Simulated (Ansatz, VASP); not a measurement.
## ZnS (Sphalerite) in two plane-wave programs

One calculation is typed for both programs; each brings its own data sets and cutoff. How far apart do they land? The cell is a member of a volume series, scaled by 1.015 from a relaxed one, so a pressure remains.

Program: Ansatz 0.2.0. Level of theory: plane waves, with VASP 6.6.1 beside it; single point at HSE06. Results are calculated unless marked as measured.

### 1. Starting point

The structure is cubic, space group F-43m (No. 216). The conventional cell has a = 5.451 Å, b = 5.451 Å, c = 5.451 Å, α = 90.00°, β = 90.00°, γ = 90.00°. Nearest to Zn lie 4 S at 2.36 Å. Nearest to S lie 4 Zn at 2.36 Å. Farther neighbours and most contacts between anions are not listed.

### 2. Ansatz: single point, HSE06, volume scaled by 1.015

Ansatz runs on its default PAW (the set named soft_2) files.

With cell and atoms fixed, the geometry can't cause a difference; cores, projectors, grids and the points listed under the comparison can.

Contents of input.yaml:

```yaml
crystal:
  lattice:
    - [0.0, 2.72541169, 2.72541169]
    - [2.72541169, 0.0, 2.72541169]
    - [2.72541169, 2.72541169, 0.0]
  atoms:
    - { symbol: Zn, position: [0.0, 0.0, 0.0] }
    - { symbol: S, position: [0.75, 0.75, 0.75] }
hamiltonian:
  xc: { exchange: pbe, correlation: pbe, exx: { coeff: 0.25, omega: 0.2 } }
  pseudopotentials: { kind: paw }
kpoints:
  mp_grid: { grid: [5, 5, 5] }
scf:
  occupations: { method: gaussian, width: 0.03 }
  n_extra_bands: 4
output:
  forces: true
  stress: true
  eigenvalues: true
  write_density: true
  write_potential: true
  elf: true
  volumetric_format: npy
```

On the command line:

```bash
$ ansatz run input.yaml --threads 4 --pin off --max-ram 9216MiB --backend cpu --events-out ev --progress --plain --runs-dir out
```

Numbers of over 12 decimals in the logs are rounded to 6 here.

The log of the run:

```text
Warning: output.stress: scf.convergence.dr2_threshold = 1e-7 eV (the SCF's general default) is looser than the 2e-10 eV advised for a printed stress (1e-10 eV for each atom of the cell: 2). What an SCF threshold leaves in a stress goes as its square root, and in the free energy as the threshold itself, and one threshold admits the most on a small cell: [figures from the program's tests cut] Set scf.convergence.dr2_threshold to 2e-10 eV or tighter. The threshold is an SCF's pass mark: one that does not reach it within its budget of iterations ends unconverged, or closes short of it on a stop that the run arms, and scf.convergence.dr2_threshold's page says what that costs each kind of run
Warning: output.stress: scf.exx.energy_threshold = 1e-6 eV is looser than the 2e-8 eV advised for a stress under a hybrid functional (1e-8 eV for each atom of the cell: 2). Every SCF of the exchange loop can meet its threshold on dr2 while the loop round them stops early: no threshold on dr2 bounds what that leaves in the stress. Set scf.exx.energy_threshold to 2e-8 eV or tighter. The threshold is the loop's pass mark: a loop that does not reach it within its budget of cycles ends unconverged, and scf.exx.energy_threshold's page has the law
scf.n_extra_bands = 4 over 9 filled bands (N_el = 18.0): the run solves 13 bands
Engine: ansatz 0.2.0, aarch64-unknown-linux-gnu
Pseudopotentials: kind: paw
Pseudopotential: Zn, paw, valence charge 12, recommended cutoff 420 eV (normal), Zn.paw.azcp
Pseudopotential: S, paw, valence charge 6, recommended cutoff 420 eV (normal), S.paw.azcp
Functional definition: unnamed
  parameter a_1 = 0.25
  parameter omega_1 = 0.2/angstrom
  exchange = pbe_x + (-a_1)*pbe_x_sr(omega_1) + a_1*exact_x_sr(omega_1)
  correlation = pbe_c
Crystal: 2 atoms, lattice volume = 40.488 Å³
Basis set: ecut = 420 eV, 749 PW (Γ), exchange–correlation on 54×54×54 points (8 copies of the dense FFT grid, shifted against one another)
Bands: 13, of which v1, the nominal top of the filled ones, is band 9 counted from 1 (8 counted from 0)
Symmetry: 24 space group operations
Space group: F-43m (ITA 216), of the structure as read, at distance tolerance 3.4e-5 Å
k-points: 10 of 125 (time reversal used)
Non-local potential: Zn, projectors of the file, l = 0: 2, l = 1: 2, l = 2: 3, l = 3: 1
Non-local potential: S, projectors of the file, l = 0: 2, l = 1: 2, l = 2: 2
PAW form: soft (Blöchl's): semilocal exchange-correlation on the pseudo side does not see the compensation charge
PAW frozen core: Zn, regenerated for the run's functional, and the local potential with it (the file was generated under x = pbe(κ = 0.804, μ = 0.219515), c = pbe(β = 0.066725))
PAW frozen core: S, regenerated for the run's functional, and the local potential with it (the file was generated under x = pbe(κ = 0.804, μ = 0.219515), c = pbe(β = 0.066725))
PAW one-centre angular grid: Zn, 590 points (default); XC on 64 Gauss nodes
PAW one-centre angular grid: S, 110 points (default); XC on 64 Gauss nodes
Initial density: superposition of atomic densities (neutral atoms: chi_scale 0, normalization atom), corrected by the library's trained network
Initial wavefunctions: pseudopotential atomic-orbital guess
Functional: x = pbe(κ = 0.804, μ = 0.219515), c = pbe(β = 0.066725), warm-up for x = pbe(κ = 0.804, μ = 0.219515) + 0.25 (exact − pbe) at short range (hse, ω = 0.2 Å⁻¹), c = pbe(β = 0.066725)
SCF iter   1: F=—  HF=-4222.724059 eV  |F-HF|=—  |Δ(HF+E_count)|=         —  Δρ=1.65e-3  dr2=9.95e-4  ethr=1.77e-3  ⟨swp⟩=9.8  Hψ=676  notcnv=0
preconditioner: auto → none  [insulator: Δε(μ)=1.996 eV  Ē_g=12.122 eV  σ=0.030 eV  W_gap=1.00  n_scr=14 (ndim 8)  ℏωp=24.8 eV  f_vac=0.030  D(μ)=0.00/eV (n_scr^D=0)]
SCF iter   2: F=—  HF=-4222.723881 eV  |F-HF|=—  |Δ(HF+E_count)|=   1.78e-4  Δρ=1.35e-3  dr2=4.83e-4  ethr=5.53e-6  ⟨swp⟩=4.4  Hψ=453  notcnv=0
iter 3 solved again at ethr=2.11e-8 eV; its pass at ethr=2.68e-6 eV (dr2=3.79e-6 eV) is discarded
SCF iter   3: F=-4222.723708 eV  HF=-4222.723677 eV  |F-HF|=3.12e-5  |Δ(HF+E_count)|=   2.04e-4  Δρ=1.67e-4  dr2=4.52e-6  ethr=2.11e-8  ⟨swp⟩=3.3  Hψ=581  notcnv=0
SCF 1 stopped early in 3 iterations: F = -4222.723708 eV  dr2 = 4.52e-6
  greatest PAW one-centre occupation: 0.984 electrons in one spin orbital (limit 2), on the Zn atom at site 0 (counted from 0), in its partial waves of l = 2
Initial density: handed on by an earlier stage of this run
Initial wavefunctions: those handed on with the density
Functional: x = pbe(κ = 0.804, μ = 0.219515) + 0.25 (exact − pbe) at short range (hse, ω = 0.2 Å⁻¹), c = pbe(β = 0.066725)
Exchange kernel: α = 0.2500, screened, ω = 0.2000 Å⁻¹, Wigner–Seitz truncation, v(0) = 1124.3626 eV·Å³, q-mesh 5×5×5, nearest image of the exchange supercell L = 19.27 Å, pair-density grid 15×15×15, without the augmentation charges, whose exchange is taken in its separable form by FFT convolution over the k-point mesh (sized by the pseudopotential files, 24×24×24 at the most), smooth part of the exact exchange by density-matrix convolution
Frozen-core exchange: fock
SCF iter   1: F=—  HF=-4223.422700 eV  |F-HF|=—  |Δ(HF+E_count)|=         —  Δρ=2.15e-2  dr2=9.69e-2  ethr=2.51e-7  ⟨swp⟩=7.9  Hψ=768  notcnv=0
preconditioner: auto → none  [insulator: Δε(μ)=3.205 eV  Ē_g=14.760 eV  σ=0.030 eV  W_gap=1.00  n_scr=14 (ndim 8)  ℏωp=24.8 eV  f_vac=0.030  D(μ)=0.00/eV (n_scr^D=0)]
SCF iter   2: F=—  HF=-4223.395646 eV  |F-HF|=—  |Δ(HF+E_count)|=   2.71e-2  Δρ=3.30e-3  dr2=6.51e-3  ethr=2.51e-7  ⟨swp⟩=6.0  Hψ=579  notcnv=0
SCF iter   3: F=—  HF=-4223.389334 eV  |F-HF|=—  |Δ(HF+E_count)|=   6.31e-3  Δρ=3.25e-3  dr2=2.94e-3  ethr=2.51e-7  ⟨swp⟩=5.0  Hψ=512  notcnv=0
SCF iter   4: F=—  HF=-4223.389212 eV  |F-HF|=—  |Δ(HF+E_count)|=   1.22e-4  Δρ=6.01e-4  dr2=1.33e-3  ethr=2.51e-7  ⟨swp⟩=4.0  Hψ=385  notcnv=0
SCF iter   5: F=—  HF=-4223.399080 eV  |F-HF|=—  |Δ(HF+E_count)|=   9.87e-3  Δρ=2.01e-3  dr2=8.53e-4  ethr=2.51e-7  ⟨swp⟩=5.0  Hψ=512  notcnv=0
SCF iter   6: F=—  HF=-4223.398771 eV  |F-HF|=—  |Δ(HF+E_count)|=   3.08e-4  Δρ=1.34e-4  dr2=2.37e-5  ethr=2.51e-7  ⟨swp⟩=4.0  Hψ=389  notcnv=0
SCF iter   7: F=—  HF=-4223.398903 eV  |F-HF|=—  |Δ(HF+E_count)|=   1.31e-4  Δρ=2.40e-4  dr2=1.32e-5  ethr=2.36e-8  ⟨swp⟩=4.5  Hψ=409  notcnv=0
SCF iter   8: F=-4223.398899 eV  HF=-4223.398898 eV  |F-HF|=3.20e-7  |Δ(HF+E_count)|=   4.50e-6  Δρ=1.77e-5  dr2=7.54e-7  ethr=2.36e-8  ⟨swp⟩=4.0  Hψ=323  notcnv=0
SCF 2 stopped early in 8 iterations: F = -4223.398899 eV  dr2 = 7.54e-7
  greatest PAW one-centre occupation: 0.986 electrons in one spin orbital (limit 2), on the Zn atom at site 0 (counted from 0), in its partial waves of l = 2
hybrid outer 1: dexx = +1.046e-2 eV, tail = 3.68e-5 eV
Exchange kernel: α = 0.2500, screened, ω = 0.2000 Å⁻¹, Wigner–Seitz truncation, v(0) = 1124.3626 eV·Å³, q-mesh 5×5×5, nearest image of the exchange supercell L = 19.27 Å, pair-density grid 15×15×15, without the augmentation charges, whose exchange is taken in its separable form by FFT convolution over the k-point mesh (sized by the pseudopotential files, 24×24×24 at the most), smooth part of the exact exchange by density-matrix convolution
Frozen-core exchange: fock
SCF iter   1: F=—  HF=-4223.398337 eV  |F-HF|=—  |Δ(HF+E_count)|=         —  Δρ=1.03e-4  dr2=3.18e-6  ethr=1.02e-6  ⟨swp⟩=3.2  Hψ=296  notcnv=0
preconditioner: auto → none  [insulator: Δε(μ)=3.237 eV  Ē_g=14.477 eV  σ=0.030 eV  W_gap=1.00  n_scr=14 (ndim 8)  ℏωp=24.8 eV  f_vac=0.035  D(μ)=0.00/eV (n_scr^D=0)]
SCF iter   2: F=—  HF=-4223.398336 eV  |F-HF|=—  |Δ(HF+E_count)|=   3.92e-7  Δρ=1.50e-5  dr2=1.95e-7  ethr=1.43e-8  ⟨swp⟩=3.6  Hψ=314  notcnv=0
SCF iter   3: F=—  HF=-4223.398337 eV  |F-HF|=—  |Δ(HF+E_count)|=   9.99e-7  Δρ=1.92e-5  dr2=8.15e-8  ethr=2.31e-10  ⟨swp⟩=4.4  Hψ=439  notcnv=0
SCF iter   4: F=-4223.398337 eV  HF=-4223.398337 eV  |F-HF|=6.93e-10  |Δ(HF+E_count)|=   3.70e-8  Δρ=1.44e-6  dr2=3.52e-9  ethr=2.31e-10  ⟨swp⟩=4.0  Hψ=315  notcnv=0
SCF 3 converged in 4 iterations: F = -4223.398337 eV  dr2 = 3.52e-9
  Residual-converged pass: ⟨swp⟩=3.0  Hψ=265  notcnv=0  max |occ|·‖R‖ = 2.3e-6 eV (tolerance 2.4e-6 eV)  dr2=3.57e-9  dr2_onsite=4.19e-10  max |Δocc| = 0.0e0
hybrid outer 2: dexx = +9.840e-7 eV, tail = 1.99e-8 eV, Δε = 3.02e-3 eV (about 8.42e-5 eV left of the loop's levels)
hybrid SCF converged: 2 outer / 12 inner (+3 warm-up), last move |dexx| = 9.84e-7 eV, tail = 1.99e-8 eV
Stability not checked: this state was not tested for a lower state beside it, because the functional holds exact exchange (a hybrid, or Hartree-Fock), whose exchange loop this test does not read (fock_operator; see scf.lower_state_search)
Free energy (F): -4223.398337 eV
Frozen-core exchange: fock
Harris-Foulkes:  -4223.398337 eV  (|F-HF|=6.93e-10)
Internal energy: -4223.398337 eV  (E = F + TS)
E sigma→0 (E₀):  -4223.398337 eV
Fermi energy:    6.336650 eV
--- Per-component energies (eV) ---
  E_band       = -31.784357
  E_kinetic    = 237.176190
  E_local      = -2067.906360  (includes V_loc(G=0)·N_el)
  E_nonlocal   = 647.512938
  E_hartree    = 869.032326
  E_xc         = -186.119471
  E_vxc        = -111.223966  (∫ρ·V_xc dr)
  E_exx        = -53.436848  (= α·E_x^exact, valence–valence)
  E_paw        = -2427.593174  (= ΣΔE_a)
  E_vpaw       = -368.533849  (= ΣTr[D̂ρ^β])
  E_aug_tail   = -0.000361  (compensation charges beyond the density's cutoff)
  E_ewald      = -1242.612580
  E_core_change = 0.549003  (= ΣΔE_core)
  E_smearing   = -0.000000  (= −TS)
  E_closure    = 0.000001  (closes the sum)
  Σ components = -4223.398337   (vs F -4223.398337, Δ=-9.09e-13)
--- Forces (eV/Å), atoms counted from 1 ---
  atom   1  Zn    -0.00000000     0.00000000    -0.00000000
  atom   2  S      0.00000000    -0.00000000     0.00000000
  max |Σ_I F_I| component: 5.55e-17 eV/Å
--- Stress (GPa, compression-positive) ---
       -0.976760       0.000000      -0.000000
        0.000000      -0.976760       0.000000
       -0.000000       0.000000      -0.976760
  P = ⅓ Tr σ = -0.9768 GPa (-9.768 kbar)
--- Band table (eV; the first three rows and the last of 10) ---
  k-point 0: bands = [... 5 lower, -2.6980, 4.7178, 4.7178, 4.7178, 7.9552, 12.4372, 12.4372, 12.4372]
  k-point 1: bands = [... 5 lower, -2.6994, 2.4887, 4.3839, 4.3839, 9.2693, 12.5100, 12.9604, 12.9604]
  k-point 2: bands = [... 5 lower, -2.6614, -0.1642, 3.9180, 3.9180, 9.2960, 12.9928, 12.9928, 14.4616]
  k-point 9: bands = [... 5 lower, -2.3954, 0.1236, 1.8325, 2.6532, 11.3345, 11.7518, 13.1654, 15.9262]
```

Elapsed: 5 s, on 4 threads of Arm Neoverse V2, shared host; peak memory 0.75 GiB; 17 s of CPU time.

In the SCF lines HF is the Harris–Foulkes energy and dr2 the Hartree energy of the density residual, in eV; the loop may stop once dr2 is under the threshold and the program's other checks hold. Hψ counts applications of the Hamiltonian.

The run ends at a pressure of -0.98 GPa.

### 3. VASP: single point, HSE06, volume scaled by 1.015

The same cell, functional, mesh and smearing now go to VASP, with its own data sets and cutoff.

Lines of VASP's logs that name or quote its potential files are left out, and so is its time.

The run reads the wave functions of an earlier VASP run, which isn't shown here.

The input asks for a relaxation, which ended at its first step since no free force or stress exceeded the threshold; so it serves as a single point.

Contents of INCAR:

```
SYSTEM = ZnS
PREC = Accurate
ENCUT = 450
EDIFF = 1E-06
NELM = 100
ISMEAR = 0
SIGMA = 0.03
LREAL = .FALSE.
ALGO = Normal
LHFCALC = .TRUE.
AEXX = 0.25
GGA = PE
HFSCREEN = 0.2
LASPH = .TRUE.
NBANDS = 15
PRECFOCK = Fast
LORBIT = 11
LWAVE = .FALSE.
LCHARG = .FALSE.
KPAR = 4
IBRION = 2
NSW = 30
ISIF = 4
EDIFFG = -0.01
```

Contents of POSCAR:

```
ZnS
1.0
    0.0000000000      2.7254116890      2.7254116890
    2.7254116890      0.0000000000      2.7254116890
    2.7254116890      2.7254116890      0.0000000000
Zn S
1 1
Direct
    0.0000000000      0.0000000000      0.0000000000
    0.7500000000      0.7500000000      0.7500000000
```

Contents of KPOINTS:

```
Automatic mesh
0
Gamma
5 5 5
0 0 0
```

PAW data sets: Zn and S (PBE family, release 64).

On the command line:

```bash
$ mpirun -np 4 vasp_std
```

The log of the run:

```text
[banner, memory and clock lines left out]
running    4 mpi-ranks, on    1 nodes
 distrk:  each k-point on    1 cores,    4 groups
 distr:  one band on    1 cores,    1 groups

 POSCAR found type information on POSCAR ZnS
 POSCAR found :  2 types and       2 ions
 LDA part: xc-table for (Slater+PW92), standard interpolation
 found WAVECAR, reading the header
 POSCAR, INCAR and KPOINTS ok, starting setup
 FFT: planning ... GRIDC
 FFT: planning ... GRID_SOFT
 FFT: planning ... GRID
 reading WAVECAR
 the WAVECAR file was read successfully
 initial charge from wavefunction
 entering main loop
       N       E                     dE             d eps       ncg     rms          rms(c)
DAV:   1    -0.842339629587E+01   -0.84234E+01   -0.73693E-01   363   0.292E+01    0.208E+00
DAV:   2    -0.838675071075E+01    0.36646E-01   -0.22687E-01   356   0.100E+01    0.108E+00
DAV:   3    -0.838535096790E+01    0.13997E-02   -0.25128E-02   370   0.264E+00    0.829E-01
DAV:   4    -0.838516053690E+01    0.19043E-03   -0.27397E-03   329   0.586E-01    0.542E-01
DAV:   5    -0.838515267665E+01    0.78603E-05   -0.38565E-04   380   0.166E-01    0.344E-01
DAV:   6    -0.838513865592E+01    0.14021E-04   -0.37004E-05   321   0.620E-02    0.203E-01
DAV:   7    -0.838512906151E+01    0.95944E-05   -0.56823E-06   314   0.194E-02    0.109E-01
DAV:   8    -0.838512685513E+01    0.22064E-05   -0.27417E-06   328   0.113E-02    0.563E-02
DAV:   9    -0.838512615603E+01    0.69910E-06   -0.66629E-07   241   0.650E-03
   1 F= -.83851262E+01 E0= -.83851262E+01  d E =-.838513E+01
 curvature:   0.00 expect dE= 0.000E+00 dE for cont linesearch  0.000E+00
 trial: gam= 0.00000 g(F)=  0.261E-41 g(S)=  0.149E-33 ort = 0.000E+00 (trialstep = 0.100E+01)
 search vector abs. value=  0.100E-09
 reached required accuracy - stopping structural energy minimisation
```

Parts of OUTCAR (step 3):

```text
ion  position               nearest neighbor table
   1  0.000  0.000  0.000-   2 2.36   2 2.36   2 2.36   2 2.36
   2  0.750  0.750  0.750-   1 2.36   1 2.36   1 2.36   1 2.36

  LATTYP: Found a face centered cubic cell.
 ALAT       =     5.4508233780

 Subroutine GETGRP returns: Found 24 space group operations
 (whereof 24 operations were pure point group operations)

The static configuration has the point symmetry T_d .

 Found     10 irreducible k-points:

   k-points           NKPTS =     10   k-points in BZ     NKDIM =    125   number of bands    NBANDS=     15

   dimension x,y,z NGX =    28 NGY =   28 NGZ =   28
   dimension x,y,z NGXF=    56 NGYF=   56 NGZF=   56

   ENCUT  =  450.0 eV  33.07 Ry    5.75 a.u.   6.67  6.67  6.67*2*pi/ulx,y,z

   NELECT =      18.0000    total number of electrons

 k-points in reciprocal lattice and weights: Automatic mesh
   0.00000000  0.00000000  0.00000000       0.008
   0.20000000  0.00000000  0.00000000       0.064
   0.40000000  0.00000000  0.00000000       0.064
   0.20000000  0.20000000  0.00000000       0.048
   0.40000000  0.20000000  0.00000000       0.192
  -0.40000000  0.20000000  0.00000000       0.192
  -0.20000000  0.20000000  0.00000000       0.096
   0.40000000  0.40000000  0.00000000       0.048
  -0.40000000  0.40000000  0.00000000       0.096
  -0.40000000  0.40000000  0.20000000       0.192

  exchange ACFDT corr.  =         0.00000000  see jH, gK, PRB 81, 115126

 average (electrostatic) potential at core
       1 -28.8749       2 -85.1177

 E-fermi :   1.3562

 k-point     1 :       0.0000    0.0000    0.0000
  band No.  band energies     occupation
    ...
      5      -6.2134      2.00000
      6      -6.2134      2.00000
      7       1.1415      2.00000
      8       1.1415      2.00000
      9       1.1415      2.00000
     10       4.3665      0.00000
     11       8.8531      0.00000
     12       8.8531      0.00000
     13       8.8531      0.00000
     14      14.3138      0.00000
    ...

 k-point     2 :       0.2000    0.0000    0.0000
  band No.  band energies     occupation
    ...
      5      -6.2146      2.00000
      6      -6.2146      2.00000
      7      -1.0906      2.00000
      8       0.8064      2.00000
      9       0.8064      2.00000
     10       5.6794      0.00000
     11       8.9340      0.00000
     12       9.3802      0.00000
     13       9.3802      0.00000
     14      13.3798      0.00000
    ...

 k-point     3 :       0.4000    0.0000    0.0000
  band No.  band energies     occupation
    ...
      5      -6.1965      2.00000
      6      -6.1817      2.00000
      7      -3.7469      2.00000
      8       0.3388      2.00000
      9       0.3388      2.00000
     10       5.7036      0.00000
     11       9.4164      0.00000
     12       9.4164      0.00000
     13      10.8899      0.00000
     14      14.3229      0.00000
    ...

  Total       -0.2864624     -0.2864624     -0.2864624     -0.0000000     -0.0000000      0.0000000
  in kB      -11.3357905    -11.3357905    -11.3357905     -0.0000000     -0.0000000      0.0000000
  external PRESSURE =     -11.3357905 kB  Pullay stress =       0.0000000 kB

  energy-cutoff  :      450.00
  volume of cell :       40.49
      direct lattice vectors                 reciprocal lattice vectors
     0.000000000  2.725411689  2.725411689    -0.183458522  0.183458522  0.183458522
     2.725411689  0.000000000  2.725411689     0.183458522 -0.183458522  0.183458522
     2.725411689  2.725411689  0.000000000     0.183458522  0.183458522 -0.183458522

 POSITION                                       TOTAL-FORCE (eV/Angst)
 -----------------------------------------------------------------------------------
      0.00000      0.00000      0.00000         0.000000      0.000000      0.000000
      4.08812      4.08812      4.08812        -0.000000     -0.000000     -0.000000
 -----------------------------------------------------------------------------------
    total drift:                                0.000304      0.000172      0.000170

  FREE ENERGIE OF THE ION-ELECTRON SYSTEM (eV)
  ---------------------------------------------------
  free  energy   TOTEN  =        -8.3851261560 eV

  energy  without entropy=       -8.3851261560  energy(sigma->0) =       -8.38512616

 reached required accuracy - stopping structural energy minimisation

 total charge
# of ion       s       p       d       tot
------------------------------------------
    1        0.478   0.449   9.835  10.762
    2        1.306   2.459   0.000   3.765
--------------------------------------------------
tot          1.784   2.908   9.835  14.526

[... 3 further parts left out ...]
```

### 4. Side by side

Known differences besides the potentials themselves: exact exchange at q = 0 is treated differently, which shows on coarse meshes; VASP keeps PBE cores, Ansatz makes them for the functional; the cutoff is 420 eV in Ansatz and 450 eV in VASP; VASP takes a coarser grid for exact exchange (PRECFOCK = Fast). Total energies have different zeros and are not compared.

The two programs side by side:

```tsv
quantity	Ansatz	VASP	difference
pressure (GPa)	-0.98	-1.13	+0.16
pressure without Ansatz's Pulay correction (GPa)	-1.08	-1.13	+0.05
gap on the k mesh (eV)	3.237	3.225	+0.012
```

A gap on the mesh is an upper bound, since the band edges may lie between its points. Ansatz's pressure holds a Pulay correction of 0.10 GPa; VASP's holds none.

### 5. Results

```
difference in gap on the k mesh (single point, HSE06, volume scaled by 1.015) : 0.012 eV
```

What this shows: The difference in gap on the k mesh is 0.012 eV (single point, HSE06, volume scaled by 1.015), within the 0.08 eV picked in this series as the mark of a large difference. How closely two codes agree says nothing of how well the functional describes the real material.

[Lines on the potential files, build, host, timing and source positions are cut from VASP's logs without a mark.]

[Logs are printed without paths, hosts, clocks, repeated set-up lines and the standing remarks that a program may print on its own settings, such as how far it seeks lower states.]

[Hosts, paths, dates, database ids (printed as entryN), source tags and the programs' standing remarks are cut or masked in the printed files.]
